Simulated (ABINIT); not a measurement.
# W (Im-3m) in ABINIT: a series of runs

One crystal, W, is run at these levels: LDA-PZ, LDA, PBE; tasks: band structure, equation of state.

All numbers are computed with ABINIT 10.8.3 (patched build); they aren't measurements. Logs are shortened: lines on timing, memory, paths and dates and some standing lists are left out, and cuts for length are marked. The log counts tension as positive stress, the text compression.

## Step 1: The structure

It takes space group Im-3m (No. 229, cubic). Conventional cell: a = 3.165 Å, b = 3.165 Å, c = 3.165 Å, α = 90.00°, β = 90.00°, γ = 90.00°. W (site symmetry m-3m) has 8 W at 2.74 Å as nearest neighbours.

## Step 2: Band structure, LDA-PZ

The input, run.abi:

```
# Datasets: ground state, then fixed potential
ndtset 2

# Pseudopotentials
pp_dirpath "./"
pseudos "W.LDA_PW-JTH.xml"

# Structure
acell 2.7407019351 2.7407019351 2.7407019351 Angstrom
rprim
    -0.5773502692     0.5773502692     0.5773502692
     0.5773502692    -0.5773502692     0.5773502692
     0.5773502692     0.5773502692    -0.5773502692
ntypat 1
znucl 74
natom 1
typat 1
xcart
     0.0000000000     0.0000000000     0.0000000000

# Plane-wave basis
ecut 15.0
pawecutdg 30.0

# Exchange and correlation
ixc 2

# Bands and occupations
occopt 3
tsmear 0.05 eV

# SCF cycle
nstep 100

# Output
iomode 3
prtwf 0
prteig 0
prtebands 0
enunit 1
prtden1 1

# Dataset 1
kptopt1 1
ngkpt1 12 12 12
nshiftk1 1
shiftk1 0.0 0.0 0.0
nband1 11
tolvrs1 1.0e-9

# Dataset 2: bands along G-H-N-G-P-H
iscf2 -2
getden2 1
nband2 15
nbdbuf2 2
tolwfr2 1.0e-12
kptopt2 -5
ndivsm2 8
prteig2 1
prtvol2 -3
kptbounds2
     0.0000000000     0.0000000000     0.0000000000
     0.5000000000    -0.5000000000     0.5000000000
     0.0000000000     0.0000000000     0.5000000000
     0.0000000000     0.0000000000     0.0000000000
     0.2500000000     0.2500000000     0.2500000000
     0.5000000000    -0.5000000000     0.5000000000
```

Potentials or basis: JTH PAW LDA v2.0.

Command:

```bash
abinit run.abi > log 2>&1
```

run.abo:

```text
.Version 10.8.3 of ABINIT
 DATASET    1 : space group Im -3 m (#229); Bravais cI (body-center cubic)
================================================================================
 Values of the parameters that define the memory need for DATASET  1.
     intxc =       0    ionmov =       0      iscf =      17    lmnmax =      18
     lnmax =       6     mgfft =      20  mpssoang =       3    mqgrid =    3001
     natom =       1  nloc_mem =       2    nspden =       1   nspinor =       1
    nsppol =       1      nsym =      48    n1xccc =       1    ntypat =       1
    occopt =       3   xclevel =       1
       mpw =         317          nfft =        8000          nkpt =          72
 PAW method is used; the additional fine FFT grid is defined by:
   mgfftf=        27    nfftf =     19683
================================================================================
================================================================================

 DATASET    2 : space group Im -3 m (#229); Bravais cI (body-center cubic)
================================================================================
 Values of the parameters that define the memory need for DATASET  2.
     intxc =       0    ionmov =       0      iscf =      -2    lmnmax =      18
     lnmax =       6     mgfft =      20  mpssoang =       3    mqgrid =    3001
     natom =       1  nloc_mem =       2    nspden =       1   nspinor =       1
    nsppol =       1      nsym =      48    n1xccc =       1    ntypat =       1
    occopt =       3   xclevel =       1
       mpw =         321          nfft =        8000          nkpt =          48
 PAW method is used; the additional fine FFT grid is defined by:
   mgfftf=        27    nfftf =     19683
================================================================================
================================================================================

--------------------------------------------------------------------------------
------------- Echo of variables that govern the present computation ------------
--------------------------------------------------------------------------------
 -outvars: echo values of preprocessed input variables --------
            acell      5.1791760501E+00  5.1791760501E+00  5.1791760501E+00 Bohr
              amu      1.83850000E+02
             ecut      1.50000000E+01 Hartree
           enunit           1
           getden1          0
           getden2          1
             iscf1         17
             iscf2         -2
              ixc           2
           jdtset        1    2
           kptopt1          1
           kptopt2         -5
         kptrlatt       12    0    0      0   12    0      0    0   12
          kptrlen1     6.21501126E+01
          kptrlen2     3.00000000E+01
            natom           1
            nband1         11
            nband2         15
           nbdbuf1          0
           nbdbuf2          2
           ndtset           2
           ndivsm1          0
           ndivsm2          8
            ngfft          20      20      20
          ngfftdg          27      27      27
             nkpt1         72
             nkpt2         48
            nstep         100
             nsym          48
           ntypat           1
           occopt           3
        pawecutdg      3.00000000E+01 Hartree
        prtebands           0
           prteig1          0
           prteig2          1
           prtvol1          0
           prtvol2         -3
            prtwf           0
            rprim     -5.7735026920E-01  5.7735026920E-01  5.7735026920E-01
                       5.7735026920E-01 -5.7735026920E-01  5.7735026920E-01
                       5.7735026920E-01  5.7735026920E-01 -5.7735026920E-01
           shiftk1     0.00000000E+00  0.00000000E+00  0.00000000E+00
           shiftk2     5.00000000E-01  5.00000000E-01  5.00000000E-01
          spgroup         229
[... 196 lines left out ...]
  sigma(2 2)=  3.49675344E-04  sigma(3 1)=  0.00000000E+00
  sigma(3 3)=  3.49675344E-04  sigma(2 1)=  0.00000000E+00

-Cartesian components of stress tensor (GPa)         [Pressure= -1.0288E+01 GPa]
- sigma(1 1)=  1.02878038E+01  sigma(3 2)=  0.00000000E+00
- sigma(2 2)=  1.02878038E+01  sigma(3 1)=  0.00000000E+00
- sigma(3 3)=  1.02878038E+01  sigma(2 1)=  0.00000000E+00

================================================================================
== DATASET  2 ==================================================================

--- !DatasetInfo
iteration_state: {dtset: 2, }
dimensions: {natom: 1, nkpt: 48, mband: 15, nsppol: 1, nspinor: 1, nspden: 1, mpw: 321, }
cutoff_energies: {ecut:  15.0, pawecutdg:  30.0, }
electrons: {nelect:   1.40000000E+01, charge:   0.00000000E+00, occopt:   3.00000000E+00, tsmear:   1.83746611E-03, }
meta: {optdriver: 0, ionmov: 0, optcell: 0, iscf: -2, paral_kgb: 0, }
...

 mkfilename : getden/=0, take file _DEN from output of DATASET   1.

 Exchange-correlation functional for the present dataset will be:
  LDA: Perdew-Zunger-Ceperley-Alder - ixc=2
  J.P.Perdew and A.Zunger, PRB 23, 5048 (1981)

 Real(R)+Recip(G) space primitive vectors, cartesian coordinates (Bohr,Bohr^-1):
 R(1)= -2.9901987  2.9901987  2.9901987  G(1)=  0.0000000  0.1672130  0.1672130
 R(2)=  2.9901987 -2.9901987  2.9901987  G(2)=  0.1672130  0.0000000  0.1672130
 R(3)=  2.9901987  2.9901987 -2.9901987  G(3)=  0.1672130  0.1672130  0.0000000
 Unit cell volume ucvol=  1.0694491E+02 bohr^3
 Angles (23,13,12)=  1.09471221E+02  1.09471221E+02  1.09471221E+02 degrees

 Coarse grid specifications (used for wave-functions):

 getcut: wavevector=  0.0000  0.0000  0.0000  ngfft=  20  20  20
         ecut(hartree)=     15.000   => boxcut(ratio)=   2.22045

 getcut : COMMENT -
  Note that boxcut > 2.2 ; recall that boxcut=Gcut(box)/Gcut(sphere) = 2
  is sufficient for exact treatment of convolution.
  Such a large boxcut is a waste : you could raise ecut
  e.g. ecut=   18.489044 Hartrees makes boxcut=2

 Fine grid specifications (used for densities):

 getcut: wavevector=  0.0000  0.0000  0.0000  ngfft=  27  27  27
         ecut(hartree)=     30.000   => boxcut(ratio)=   2.03905
--------------------------------------------------------------------------------

================================================================================
 Non-SCF case, kpt    1 (  0.00000  0.00000  0.00000), residuals and eigenvalues=
  3.69E-13  2.78E-13  1.68E-13  1.30E-13  2.00E-13  9.95E-14  8.45E-14  8.36E-14
  1.99E-13  6.57E-13  1.07E-13  1.32E-13  2.26E-13  9.95E-09  7.93E-08
 -2.3709E+00 -1.0309E+00 -1.0309E+00 -1.0309E+00  1.4945E-03  3.0900E-01
  3.0900E-01  3.0900E-01  4.3553E-01  4.3553E-01  9.0220E-01  9.0220E-01
  9.0220E-01  1.3493E+00  1.3493E+00
 Non-SCF case, kpt    2 (  0.04545 -0.04545  0.04545), residuals and eigenvalues=
  2.92E-13  3.25E-13  3.91E-13  4.43E-13  2.55E-13  1.86E-13  4.21E-13  2.70E-13
  8.10E-13  1.49E-13  9.86E-13  1.82E-13  3.47E-13  2.42E-12  3.12E-08
 -2.3707E+00 -1.0324E+00 -1.0316E+00 -1.0316E+00  8.9176E-03  3.0828E-01
  3.0828E-01  3.1239E-01  4.2429E-01  4.3942E-01  9.1442E-01  9.1476E-01
[... 263 lines left out ...]
  4.2123E-01  5.1232E-01  5.1232E-01  7.0149E-01  7.0351E-01  7.0351E-01
  1.0398E+00  1.1786E+00  1.1786E+00
 Non-SCF case, kpt   47 (  0.47500 -0.42500  0.47500), residuals and eigenvalues=
  1.42E-13  6.18E-13  2.84E-13  6.92E-14  2.09E-14  7.75E-13  5.30E-13  6.40E-13
  1.99E-13  2.44E-13  1.78E-13  1.50E-13  8.46E-13  2.76E-07  1.42E-06
 -2.3624E+00 -1.0643E+00 -1.0643E+00 -1.0627E+00  1.4477E-01  1.4477E-01
  4.9972E-01  5.3413E-01  5.3413E-01  6.7463E-01  6.7463E-01  6.8349E-01
  9.6806E-01  1.2034E+00  1.2034E+00
 Non-SCF case, kpt   48 (  0.50000 -0.50000  0.50000), residuals and eigenvalues=
  9.71E-13  2.14E-13  1.57E-13  1.42E-13  7.71E-14  1.72E-13  6.40E-13  1.58E-13
  2.35E-13  1.10E-13  7.27E-14  4.59E-13  2.87E-13  4.65E-08  5.21E-07
 -2.3623E+00 -1.0642E+00 -1.0642E+00 -1.0642E+00  1.4029E-01  1.4029E-01
  5.4447E-01  5.4447E-01  5.4447E-01  6.6162E-01  6.6162E-01  6.6162E-01
  9.4068E-01  1.2129E+00  1.2129E+00

--- !ResultsGS
iteration_state: {dtset: 2, }
comment   : Summary of ground state results
lattice_vectors:
- [ -2.9901987,   2.9901987,   2.9901987, ]
- [  2.9901987,  -2.9901987,   2.9901987, ]
- [  2.9901987,   2.9901987,  -2.9901987, ]
lattice_lengths: [   5.17918,    5.17918,    5.17918, ]
lattice_angles: [109.471, 109.471, 109.471, ] # degrees, (23, 13, 12)
lattice_volume:   1.0694491E+02
convergence: {deltae:  0.000E+00, res2:  0.000E+00, residm:  9.973E-13, diffor:  0.000E+00, }
etotal    :  -6.93339457E+01
entropy   :   0.00000000E+00
fermie    :   3.52778965E-01
cartesian_stress_tensor: null
pressure_GPa: null
xred      :
- [  0.0000E+00,   0.0000E+00,   0.0000E+00,  W]
cartesian_forces: null
force_length_stats: {min: null, max: null, mean: null, }
...

 Integrated electronic density in atomic spheres:
 ------------------------------------------------
 Atom  Sphere_radius  Integrated_density
    1        2.41189         11.78429783

================================================================================

 ----iterations are completed or convergence reached----

 Mean square residual over all n,k,spin=   38.539E-14; max=  99.731E-14
 reduced coordinates (array xred) for    1 atoms
       0.000000000000      0.000000000000      0.000000000000

 cartesian coordinates (angstrom) at end:
    1      0.00000000000000     0.00000000000000     0.00000000000000
 length scales=  5.179176050084  5.179176050084  5.179176050084 bohr
              =  2.740701935100  2.740701935100  2.740701935100 angstroms
 Eigenvalues (   eV  ) for nkpt=  48  k points:
 kpt#   1, nband= 15, wtk=  1.00000, kpt=  0.0000  0.0000  0.0000 (reduced coord)
 -64.51664  -28.05353  -28.05353  -28.05353    0.04067    8.40818    8.40818    8.40818
  11.85135   11.85135   24.55016   24.55016   24.55016   36.71696   36.71696
 kpt#   2, nband= 15, wtk=  1.00000, kpt=  0.0455 -0.0455  0.0455 (reduced coord)
 -64.51123  -28.09250  -28.07123  -28.07123    0.24266    8.38878    8.38878    8.50062
  11.54562   11.95712   24.88257   24.89198   24.89198   34.29673   36.99946
 kpt#   3, nband= 15, wtk=  1.00000, kpt=  0.0909 -0.0909  0.0909 (reduced coord)
 -64.49528  -28.19868  -28.12274  -28.12274    0.82734    8.35829    8.35829    8.77563
  10.74043   12.25175   25.75032   25.87533   25.87533   30.89633   37.86454
 kpt#   4, nband= 15, wtk=  1.00000, kpt=  0.1364 -0.1364  0.1364 (reduced coord)
 -64.47093  -28.35239  -28.20463  -28.20463    1.72975    8.38257    8.38257    9.22588
   9.65921   12.65368   26.89131   27.37259   27.37259   27.84123   37.11103
 kpt#   5, nband= 15, wtk=  1.00000, kpt=  0.1818 -0.1818  0.1818 (reduced coord)
 -64.44095  -28.52437  -28.31169  -28.31169    2.83952    8.49054    8.53500    8.53500
   9.83795   13.00195   25.55046   28.08859   29.07859   29.07859   35.34330
 kpt#   6, nband= 15, wtk=  1.00000, kpt=  0.2273 -0.2273  0.2273 (reduced coord)
 -64.40751  -28.68190  -28.43455  -28.43455    3.98272    7.35583    8.87608    8.87608
[... 113 lines left out ...]
 -64.32749  -28.99484  -28.99484  -28.45714    5.51203    5.51203    7.61609   12.81979
  12.81979   18.84773   20.68336   20.68336   30.62817   30.62817   31.70493
 kpt#  45, nband= 15, wtk=  1.00000, kpt=  0.4250 -0.2750  0.4250 (reduced coord)
 -64.31020  -28.98549  -28.98549  -28.63704    4.84029    4.84029    9.37615   13.32579
  13.32579   19.09429   20.00101   20.00101   30.56519   31.25377   31.25377
 kpt#  46, nband= 15, wtk=  1.00000, kpt=  0.4500 -0.3500  0.4500 (reduced coord)
 -64.29474  -28.97232  -28.97232  -28.80071    4.29304    4.29304   11.46226   13.94083
  13.94083   19.08846   19.14350   19.14350   28.29571   32.07172   32.07172
 kpt#  47, nband= 15, wtk=  1.00000, kpt=  0.4750 -0.4250  0.4750 (reduced coord)
 -64.28440  -28.96174  -28.96174  -28.91636    3.93950    3.93950   13.59796   14.53433
  14.53433   18.35753   18.35753   18.59882   26.34221   32.74509   32.74517
 kpt#  48, nband= 15, wtk=  1.00000, kpt=  0.5000 -0.5000  0.5000 (reduced coord)
 -64.28116  -28.95884  -28.95884  -28.95884    3.81745    3.81745   14.81580   14.81580
  14.81580   18.00354   18.00354   18.00354   25.59711   33.00398   33.00403

== END DATASET(S) ==============================================================
================================================================================

 -outvars: echo values of variables after computation  --------
            acell      5.1791760501E+00  5.1791760501E+00  5.1791760501E+00 Bohr
           etotal1    -6.9333945659E+01
            fcart1    -0.0000000000E+00 -0.0000000000E+00 -0.0000000000E+00
            rprim     -5.7735026920E-01  5.7735026920E-01  5.7735026920E-01
                       5.7735026920E-01 -5.7735026920E-01  5.7735026920E-01
                       5.7735026920E-01  5.7735026920E-01 -5.7735026920E-01
           strten1     3.4967534401E-04  3.4967534401E-04  3.4967534401E-04
                       0.0000000000E+00  0.0000000000E+00  0.0000000000E+00
 Calculation completed.
```

Run time: 11 s. Hardware: 1 thread of Arm Neoverse V1, shared host; peak memory 0.11 GiB.

What came out:

- Free energy: -1886.6728 eV
- Band gap on the k mesh: none (metal or under the smearing width)
- Valence electrons inside the program's atomic spheres: W 11.78 (radii [1.2763] Å)

Levels at the corners of the path, in eV from the Fermi level:
| point | band 5 | band 6 | band 7 | band 8 | band 9 | band 10 |
| --- | --- | --- | --- | --- | --- | --- |
| Γ | -9.56 | -1.19 | -1.19 | -1.19 | 2.25 | 2.25 |
| H | -5.78 | -5.78 | 5.22 | 5.22 | 5.22 | 8.40 |
| N | -6.21 | -3.51 | 0.85 | 2.15 | 3.12 | 6.21 |
| Γ | -9.56 | -1.19 | -1.19 | -1.19 | 2.25 | 2.25 |
| P | -2.87 | -2.87 | -2.87 | 3.28 | 3.28 | 6.60 |
| H | -5.78 | -5.78 | 5.22 | 5.22 | 5.22 | 8.40 |

Caveat: the cutoff is too short for stress, so the log's stress isn't used; spin-orbit coupling is left out, which moves the levels of the heavy elements.

[end of part 1 of 2]
